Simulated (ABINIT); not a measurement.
HgSe:

```
CELL_PARAMETERS angstrom
0.00000 3.03900 3.03900
3.03900 0.00000 3.03900
3.03900 3.03900 0.00000
ATOMIC_POSITIONS crystal
Hg 0.00000 0.00000 0.00000
Se 0.75000 0.75000 0.75000
```

```yaml
Program: ABINIT 10.8.3 (patched build)
Task: relaxation of cell and atoms
Functional: PBE
Potentials_or_basis: PseudoDojo NC SR PBE v0.4 stringent
Cutoff: 1415 eV
k_mesh: 6 × 6 × 6
Occupations: fermi-dirac, width 0.05 eV
Spin: no spin polarisation
```

At the start: pressure 4.7 GPa; volume 28.07 Å³/atom.

Task: How do energy, volume and symmetry change on relaxing?

Result: Over 5 steps the energy falls by 34.8 meV/atom and the volume is 30.65 Å³/atom (+9.2 %); space group F-43m (No. 216, to 0.05 Å).

The path:
| step | energy change (eV) | largest force (eV/Å) | pressure (GPa) | volume (Å³) |
| --- | --- | --- | --- | --- |
| 1 | 0.0000 | 0.0000 | 4.70 | 56.13 |
| 2 | -0.0215 | 0.0000 | 3.80 | 56.94 |
| 3 | -0.0689 | 0.0000 | 0.40 | 60.76 |
| 4 | -0.0695 | 0.0000 | 0.04 | 61.25 |
| 5 | -0.0695 | 0.0000 | 0.00 | 61.31 |

Final structure:
```
Hg Se
1.0
     0.00000    3.12962    3.12962
     3.12962    0.00000    3.12962
     3.12962    3.12962    0.00000
Hg Se
1 1
Direct
  0.00000 0.00000 0.00000
  0.75000 0.75000 0.75000
```
